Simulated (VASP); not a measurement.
KMgF3:

```xyz
5
Lattice="3.9859 0.0000 0.0000 0.0000 3.9859 0.0000 0.0000 0.0000 3.9859" Properties=species:S:1:pos:R:3 pbc="T T T"
K     1.9929    1.9929    1.9929
Mg    0.0000    0.0000    0.0000
F     0.0000    0.0000    1.9929
F     0.0000    1.9929    0.0000
F     1.9929    0.0000    0.0000
```

Base run:

| Property | Result |
| --- | --- |
| Program | VASP 6.6.1 |
| Functional | r2SCAN |
| Potentials or basis | VASP PAW PBE potentials, release 64 (K_sv, Mg, F) |
| Cutoff | 520 eV |
| k mesh | 8 × 8 × 8 |
| Occupations | gaussian, width 0.02 eV |
| Spin | no spin polarisation |

Its results: band gap on the k mesh 8.25 eV, indirect (least direct gap 8.57 eV).

Problem. After a change of settings the same cell gave: band gap on the k mesh 10.78 eV, indirect (least direct gap 11.08 eV). Which change was it?
A. functional from r2SCAN to TB-mBJ
B. functional from r2SCAN to PBEsol; further incar settings from ALGO = Normal; EDIFF = 1e-07 to ALGO = Fast; EDIFF = 1e-07
C. functional from r2SCAN to PBE; further incar settings from ALGO = Normal; EDIFF = 1e-07 to ALGO = Fast; EDIFF = 1e-07

Solution. A.

Not every run made on this cell is shown here.
